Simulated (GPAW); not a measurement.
## Cu in GPAW: the effect of repeat units in the slab

Slab: Cu, a slab with vacuum.

```
Cu
1.0
     2.53076    0.00000    0.00000
    -1.26538    2.19171    0.00000
     0.00000    0.00000   23.26181
Cu
5
Direct
  0.00000 0.00000 0.32242
  0.33333 0.66667 0.41121
  0.00000 0.00000 0.50000
  0.66667 0.33333 0.58879
  0.00000 0.00000 0.67758
```

The slab is cut from a database's or a generator's crystal, which needn't be the stable form of the element.

| Quantity | Value |
| --- | --- |
| Program | GPAW 26.7.0 |
| Functional | PBE |
| Potentials or basis | GPAW PAW data sets (gpaw-data 1.2.1) |
| Cutoff | 450 eV |
| Basis | pw |
| k mesh | 12 × 12 × 1 |
| Occupations | fermi-dirac, width 0.05 eV |
| Spin | no spin polarisation |
| Task of each run | relaxation of the atoms |

The series moves repeat units in the slab from these settings.

```csv
repeat units in the slab,work function bottom (eV),energy per atom (eV/atom),dipole z (e·Å),work function top (eV)
2,4.834,-3.186,2e-05,4.834
3,4.86,-3.311,0,4.86
4,4.794,-3.397,-0.0001,4.792
5,?,?,?,?
```

Task: What does the run at 5 give?

Result: Work function bottom (eV) 4.827; energy per atom (eV/atom) -3.433; dipole z (e·Å) -0.00013; work function top (eV) 4.827.

Worked out: The work function bottom follows no smooth curve through the other rows. A straight line through the other rows of the energy per atom, of slope -0.105 eV/atom per unit of repeat units in the slab, extrapolates to -3.51 eV/atom, against the run's -3.43. The fit is too stiff a form for this range. A straight line through the other rows of the dipole z, of slope -6e-05 e·Å per unit of repeat units in the slab, extrapolates to -0.00015 e·Å, against the run's -0.00013.

The cleavage energy from the series is 1.30 J/m².

Caveat: later steps reuse the first step's grids.
